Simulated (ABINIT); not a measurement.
Wanted: the native input for an ABINIT 10.8.3 (patched build) run.

| Quantity | Value |
| --- | --- |
| Task | band structure |
| Functional | BLYP |
| Potentials or basis | Ansatz PAW PBE default generated set, frozen core |
| Cutoff | 490 eV |
| k mesh | 13 × 13 × 13 |
| Occupations | fermi-dirac, width 0.05 eV |
| Spin | collinear spin, ferromagnetic start |
| Starting moments | [3.0] μB |
| Fine-grid cutoff | 979.61 eV |

The system is Fe.

```
CELL_PARAMETERS angstrom
0.00000 1.94174 1.96511
1.49844 0.00000 1.96511
1.49844 1.94174 0.00000
ATOMIC_POSITIONS crystal
Fe 0.00000 0.00000 0.00000
```

One way to write it, as run:

run.abi

```
# Datasets: ground state, then fixed potential
ndtset 2

# Pseudopotentials
pp_dirpath "./"
pseudos "Fe.GGA_PBE-ansatz.xml"

# Structure
acell 5.2205685297 4.6699410662 4.6349071117
rprim
     0.0000000000     0.7028652530     0.7113230181
     0.6063546897     0.0000000000     0.7951943098
     0.6109379536     0.7916784807     0.0000000000
ntypat 1
znucl 26
natom 1
typat 1
xred
     0.0000000000     0.0000000000     0.0000000000
chkprim 0
chksymtnons 0
tolsym 1.0e-6

# Plane-wave basis
ecut 489.804952 eV
pawecutdg 36.0
pawxcdev 0
pawovlp 30

# Exchange and correlation
ixc -106131

# Bands and occupations
occopt 3
tsmear 0.05 eV

# Spin
nsppol 2
spinat
     0.0000000000     0.0000000000     3.0000000000

# SCF cycle
nstep 100

# Output
iomode 3
prtwf 0
prteig 0
prtebands 0
prtden1 1

# Dataset 1
kptopt1 1
ngkpt1 13 13 13
nshiftk1 1
shiftk1 0.0 0.0 0.0
nband1 13
tolvrs1 1.0e-9

# Dataset 2: bands along G-Y-C-D-X-G-Z-D1-H-C
iscf2 -2
getden2 1
nband2 19
nbdbuf2 4
tolwfr2 1.0e-11
kptopt2 -9
ndivsm2 5
prteig2 1
prtvol2 -3
kptbounds2
     0.0000000000     0.0000000000     0.0000000000
     0.5000000000     0.0000000000     0.5000000000
     0.5000000000     0.2464806240     0.7464806240
     0.0742892414     0.5000000000     0.5742892414
     0.0000000000     0.5000000000     0.5000000000
     0.0000000000     0.0000000000     0.0000000000
     0.5000000000     0.5000000000     0.0000000000
     0.9257107586     0.5000000000     0.4257107586
     0.9239121170     0.4239121170     0.5000000000
     0.5000000000     0.2464806240     0.7464806240
```

Potentials or basis: Ansatz PAW PBE default generated set, frozen core.

The run is started by

```sh
$ abinit run.abi > log 2>&1
```

Results of the run:

The pressure is 6.9 GPa, the band gap on the k mesh is none (metal or under the smearing width) and the net moment is 2.14 μB per cell. The site moments are Fe +2.16 μB.

Caveat: the PAW data sets were made with another functional, which shifts forces and pressure a little; the atomic spheres overlap.

It took 2.6 min on 1 thread of Arm Neoverse V2 (shared host), peak memory 0.34 GiB.
